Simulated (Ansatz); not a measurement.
A plane-wave DFT run in Ansatz 0.2.0 (scalar-relativistic PAW potentials unless the input names others): input and command.

```yaml
crystal:
  lattice:
    - [-1.7592606502, -1.7592606502, 0.0]
    - [1.7592606502, -1.7592606502, 0.0]
    - [0.0, 0.0, 10.5555639013]
  atoms:
    - { symbol: Ni, position: [0.0, 0.0, 0.0], spin: 0.75 }
    - { symbol: Ni, position: [0.5, 0.5, 0.1666666667], spin: 0.75 }
    - { symbol: Ni, position: [0.0, 0.0, 0.3333333333], spin: 0.75 }
    - { symbol: Ni, position: [0.5, 0.5, 0.5], spin: 0.75 }
    - { symbol: Ni, position: [0.0, 0.0, 0.6666666667], spin: 0.75 }
    - { symbol: Ni, position: [0.5, 0.5, 0.8333333333], spin: 0.75 }
basis:
  ecutwfc: "520 ev"
kpoints:
  mp_grid: { grid: [23, 23, 6] }
hamiltonian:
  xc: pbe
scf:
  occupations: { method: gaussian, width: 0.15 }
  max_iter: 75
output:
  forces: true
  eigenvalues: true
  stress: true
magnetization:
  spin_polarized: true
```

```bash
ansatz run input.yaml --threads 2 --pin off --max-ram 5120MiB --backend cpu --events-out ev --progress --plain --runs-dir out
```

Q: What is wrong with this input?

A: The program refuses it, because of a cutoff in the wrong unit (basis.ecutwfc: 420 → "520 ev"). With the sound run's settings it is accepted.

Abridged log:
```
Error: YAML parse error: error: line 14 column 12: unknown unit factor `ev` — a unit is read by its exact case: `eV` is a unit here, `ev` is not
  --> <input>:14:12
   |
12 |     - { symbol: Ni, position: [0.5, 0.5, 0.8333333333], spin: 0.75 }
13 | basis:
14 |   ecutwfc: "520 ev"
   |            ^ unknown unit factor `ev` — a unit is read by its exact case: `eV` is a unit here, `ev` is not
15 | kpoints:
16 |   mp_grid: { grid: [23, 23, 6] }
   |
```